I am looking at these results for a cubic aluminium gallium nitride crystal that was squeezed and stretched, and I want to read them correctly.

Cubic Al3GaN4 (P-43m, 8-atom cell) under pressure or at scaled volume, computed with Ansatz 0.2.0: PBEsol, plane-wave PAW, cutoff 420 eV, 6×6×6 k mesh, phonons by linear response. Frequencies are for zone-centre modes; only the longitudinal one includes the long-range electric term. Dielectric constants and Born charges are means of the tensor diagonal.

```
volume per atom (Å³)  applied pressure (GPa)  volume over rest  lowest phonon frequency (cm⁻¹)  highest phonon frequency (cm⁻¹)  highest longitudinal frequency (cm⁻¹)  dielectric clamped  dielectric relaxed  Born charge first Al (e)
               10.22                      10              none                           243.0                            738.7                                  890.4                4.82                8.49                      2.57
               10.49                     n/a              0.98                           242.9                            717.2                                  865.4                4.88                8.75                      2.57
               10.54                       3              none                           242.7                            712.7                                  860.2                4.89                8.81                      2.57
               10.70                       0              none                           242.2                            700.7                                  846.2                4.93                8.97                      2.57
               10.91                     n/a              1.02                           241.2                            684.9                                  827.7                4.98                9.19                      2.57
```

My questions, from easy to hard:
1. Which vibrations respond most to pressure?
2. Why do the highest and the lowest mode respond so differently?
3. Is the highest longitudinal frequency minus the highest phonon frequency the LO–TO splitting?
4. Would a heavier metal in gallium's place lower the highest phonon frequency?
5. What makes the relaxed dielectric constant depend on volume: the charges or the springs?
6. Why does the clamped constant change as well, when the ions are held still?
7. Which digits can I trust?

Answer

1. Pressure and frequency

The high modes respond most. From the smallest to the largest cell the volume grows by 7 %, and the highest phonon frequency falls from 738.7 to 684.9 cm⁻¹, also about 7 %. The lowest falls by less than 1 %. Under hydrostatic pressure up to 10 GPa, the highest mode gains on average about 4 cm⁻¹ per GPa.

The usual measure is the Grüneisen parameter γ, the relative fall in frequency ω per relative rise in volume V:

γ = −Δ(ln ω) / Δ(ln V)

Over the whole range it is about 1.1 for the highest mode and 0.1 for the lowest. The top mode is not the most sensitive one, though: close to the rest volume, γ is about 1.4 for the polar modes near 608 cm⁻¹, 1.5 for those near 658 cm⁻¹, and 1.6 for three modes without a dipole that lie just below the latter.

2. Stretching and bending

A high-frequency mode in a tetrahedral nitride mainly stretches and shortens bonds. The repulsion between neighbouring atoms rises steeply as they approach, so a shorter bond is a stiffer spring. That is why compression raises these frequencies.

The lowest modes of such a network mainly change bond angles. Here two effects oppose each other. Compression stiffens the angles, but it also makes the bonds push outwards, and a bond that pushes helps a sideways displacement along, much as a loaded column tends to buckle. In many zinc-blende crystals the second effect wins for the corresponding transverse modes, and their frequencies fall under pressure. In this nitride the two seem nearly to cancel. The modes meant are the transverse acoustic ones at the zone boundary of zinc blende, and the 8-atom cell is expected to fold six of them back to its centre. The mode lists fit this count: a second low triplet hardly moves either, from 327.5 to 327.27 cm⁻¹ between 0.98 of the rest volume and rest. The atomic motions were recorded at all five volumes and could test this assignment, but they are not analysed here, so it is expected rather than shown. The cancellation is an inference too: to show it, one would have to split the spring constants into their bending and bond-pushing parts.

3. Two columns that are not partners

The difference is not the LO–TO splitting. That splitting arises when a vibration carries a dipole: the longitudinal wave then sets up an electric field that stiffens it. In the limit of no dipole there is no field and no splitting. The mode lists at rest and at 0.98 of the rest volume show that the highest phonon is a pair of modes without any dipole. At rest the two strongly polar transverse modes lie lower, near 608 and 658 cm⁻¹.

Nor can the two columns simply be put into the Lyddane–Sachs–Teller relation. For a crystal with a single polar mode it reads

relaxed constant / clamped constant = (longitudinal frequency / transverse frequency)²

At rest the left side is 1.82, while the two frequency columns give only 1.46 on the right. The relation itself is sound. With several polar modes it needs the product over all of them, and the table holds only the highest longitudinal one.

4. A heavier metal

Through its mass alone, no. The symmetry of the crystal settles this. At the zone centre the motions of gallium and of aluminium can take part only in modes that come in threes, whereas the highest phonon comes as a pair. In that pair the metals stand still and only nitrogen moves, sideways to its Ga–N bond, so that it stretches and shortens Al–N bonds. Even an infinitely heavy atom in gallium's place would leave the frequency unchanged.

A real substitution changes more than the mass. Another metal brings other bond lengths and spring constants, and these do act on the nitrogen atoms. The table holds one composition, so it cannot give the size of that effect.

5. Charges or springs

Mainly the springs. The clamped constant measures how the electrons screen a field while the nuclei stay fixed; the relaxed constant adds the shift of the ions. This ionic part, the difference between the two columns, supplies about three quarters of the rise of the relaxed constant from the smallest to the largest cell. It follows from

ionic part = (C / V) × sum over polar modes of S / ω²

where V is the cell volume, ω the transverse frequency, S the strength of the mode's dipole and C a constant of units. A static field pulls on the charged ions, and the softer the spring, the further they move.

The step from 0.98 of the rest volume to rest can be worked by hand. The two strong modes soften from 625 to 608 and from 679 to 658 cm⁻¹. Since (625/608)² and (679/658)² are both about 1.06, softening should raise the ionic part by about 6 %:

0.06 × 3.87 ≈ 0.23

The larger cell spreads the same dipoles over 2 % more volume, which takes away about 0.08. The estimate is therefore a rise of 0.15, against 4.04 − 3.87 = 0.17 in the table. Changed mode strengths supply the small remainder. It is small because they largely cancel: the lower of the two strong modes loses about 5 % of its strength while the upper one gains about 4 %.

The estimate has no adjustable parameter, but it is not an independent test, because the calculation builds the ionic part from the same sum. Its use is to separate the causes. The mean Born charge of aluminium, which tells how much dipole a moving ion creates, agrees with this picture: it is 2.57 e in every row. In diamond, where the Born charges vanish by symmetry, pressure would also stiffen the optical modes, yet the relaxed and clamped constants would stay equal.

6. The electrons alone

If each atom kept its electronic response, expansion would lower the clamped constant, because fewer atoms would share each unit of volume. The opposite happens: the constant rises from 4.82 to 4.98. Taken as the constant less one, times the volume per atom, the response of each atom grows by about 11 %, which more than makes up for the dilution. The likely reason is that longer bonds hold their electrons less tightly, so that a field distorts them more easily.

It is tempting to blame the band gap, which is smaller in the larger cells. But the gap drops by 0.06 eV in the one step beyond rest and by only 0.03 eV over the whole way from 10 GPa to rest, while the clamped constant changes more on the longer way. Such a sudden change of pace is expected when a different state becomes the band edge. Here it comes from the conduction edge, since the top of the valence band moves evenly with volume; its maximum leaves the zone centre under compression, but this changes the gap by less than 0.005 eV. A likely reading is that a zone-boundary valley of zinc blende, folded to the centre of this cell and little affected by volume, gives way on expansion to the zone-centre state, which falls faster. The smallest gap belongs to only a few electronic states, whereas the dielectric constant collects the response of all the valence electrons.

7. Digits and limits

The trends of the highest phonon, the highest longitudinal mode and the relaxed constant are far larger than the last printed digit. For the clamped constant, each value carries an uncertainty of about 0.015. The whole rise of 0.16 is well clear of that, and only the step from 10.49 to 10.54 Å³ is smaller. The unrounded values rise smoothly with volume, which suggests that much of this error is common to all rows. The Born charge is uncertain by about 0.014 e, so its constancy holds only to that level.

For the lowest mode, trust the statement that it hardly moves. Its steps between rows are 1 cm⁻¹ or less, and no run with a finer mesh or a higher cutoff shows whether they would survive. All the modes are zone-centre modes, so a positive lowest frequency does not prove that the crystal is stable against distortions with a longer repeat.

Absolute values need more care than trends. The PAW datasets were made for the PBE functional, not for PBEsol, which can shift them somewhat. Functionals of this kind usually give too small a gap and too large a clamped constant, and thermal and zero-point motion are missing. The crystal is also an ordered cubic one, while AlN and GaN normally take the wurtzite structure. The shifts found here therefore belong to this cubic cell under uniform compression or expansion. The printed output below gives the differences, the mode sum at rest and the three parts of its change.

Output of the analysis:

```
Dielectric parts and ratios:
    row  ionic part  relaxed over clamped  squared ratio of longitudinal to highest  longitudinal less highest in cm-1
  10.22        3.67                 1.761                                     1.453                              151.7
  10.49        3.87                 1.793                                     1.456                              148.2
  10.54        3.92                 1.802                                     1.457                              147.5
   10.7        4.04                 1.819                                     1.458                              145.5
  10.91        4.21                 1.845                                      1.46                              142.8
Change from the crystal at rest:
    row  highest mode in cm-1  lowest mode in cm-1  clamped constant  gap in eV
  10.22                    38                  0.8             -0.11    0.03068
  10.49                  16.5                  0.7             -0.05    0.01435
  10.54                    12                  0.5             -0.04    0.01077
   10.7                     0                    0                 0          0
  10.91                 -15.8                   -1              0.05   -0.06219
Rise of volume from smallest to largest cell in %: 6.818
Fall of highest mode from smallest to largest cell in %: 7.283
Fall of lowest mode from smallest to largest cell in %: 0.7407
Mean shift of highest mode up to 10 GPa in cm-1 per GPa: 3.8
Grueneisen parameter of highest mode over all volumes: 1.146
Grueneisen parameter of lowest mode over all volumes: 0.1127
Grueneisen parameter of the polar mode at 608 cm-1 near rest: 1.41
Grueneisen parameter of the polar mode at 658 cm-1 near rest: 1.548
Share of these two polar modes in the ionic part at rest in %: 90.8
Ionic part at rest from the mode sum: 4.038
Change of ionic part from volume x 0.98 to rest by softening alone: 0.228
Further change by the new polar strengths: 0.02387
Further change by the larger cell volume: -0.08251
Share of the ionic part in the whole rise of the relaxed constant in %: 77.14
Rise of clamped constant less one from smallest to largest cell in %: 4.188
Rise of the same times volume per atom in %: 11.29
```
